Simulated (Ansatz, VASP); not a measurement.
This is a calculation of FeO (Wuestite) for VASP 6.6.1.

Contents of INCAR:

```
SYSTEM = FeO
PREC = Accurate
ENCUT = 520
EDIFF = 1E-7
ISMEAR = -1
SIGMA = 0.05
LREAL = .FALSE.
LASPH = .TRUE.
NELM = 150
ALGO = Normal
ISIF = 2
LWAVE = .FALSE.
LCHARG = .TRUE.
ISPIN = 2
MAGMOM = 3 0
LORBIT = 11
LMAXMIX = 4
GGA = CA
LELF = .TRUE.
LVHAR = .TRUE.
NBANDS = 18
```

KPOINTS

```
Automatic mesh
0
G
  11 11 11
  0 0 0
```

Contents of POSCAR:

```
FeO
1.0
    0.0000000000      2.1262694020      2.1262694020
    2.1262694020      0.0000000000      2.1262694020
    2.1262694020      2.1262694020      0.0000000000
Fe O
1 1
Direct
    0.0000000000      0.0000000000      0.0000000000
    0.5000000000      0.5000000000      0.5000000000
```

Potentials or basis: VASP PAW LDA potentials, release 64 (Fe, O).

Launch:

```bash
$ cat potpaw_LDA.64/Fe/POTCAR potpaw_LDA.64/O/POTCAR > POTCAR
$ mpirun -np 1 vasp_std > vasp.out
```

Task: Translate it to Ansatz 0.2.0. Potentials there: all-electron LAPW, scalar-relativistic.

Result: As run (the cutoff follows the program's own potentials):

Contents of input.yaml:

```yaml
crystal:
  lattice:
    - [0.0, 2.126269402, 2.126269402]
    - [2.126269402, 0.0, 2.126269402]
    - [2.126269402, 2.126269402, 0.0]
  atoms:
    - { symbol: Fe, position: [0.0, 0.0, 0.0], spin: 3.0 }
    - { symbol: O, position: [0.5, 0.5, 0.5] }
kpoints:
  mp_grid: { grid: [11, 11, 11] }
scf:
  occupations: { method: fermi_dirac, width: 0.05 }
hamiltonian:
  xc: lda
  pseudopotentials: { kind: all_electron, lapw: { basis_error: 0.001 } }
magnetization:
  spin_polarized: true
output:
  forces: true
  stress: true
  eigenvalues: true
```

Potentials or basis: all-electron LAPW, scalar-relativistic.

Run with:

```sh
$ ansatz run input.yaml --threads 2 --pin off --max-ram 6144MiB --backend cpu --events-out ev --progress --plain --runs-dir out
```

Both were run:

|  | VASP | Ansatz | Ansatz less VASP |
| --- | --- | --- | --- |
| gap on the k mesh at the Fermi level (eV) | none | none | - |
| pressure (GPa) | -9.0 | -8.7 | +0.36 |
| net moment per atom (μB) | 1.96 | 1.99 | +0.030 |
| size of the moment on the site where the two differ most (μB) | 3.52 | 3.57 | +0.051 |

Site moments also hang on the region over which each program counts them. A gap of «none» marks a metal or a gap that the smearing closes. Ansatz ran all-electron here, so the differences hold the error of VASP's frozen core and of both bases.

Caveats: a cell with one magnetic atom can't hold antiferromagnetic order, which such compounds often take; semilocal functionals often make such compounds metallic where correlation or magnetic order opens a gap, which also shifts bond lengths.
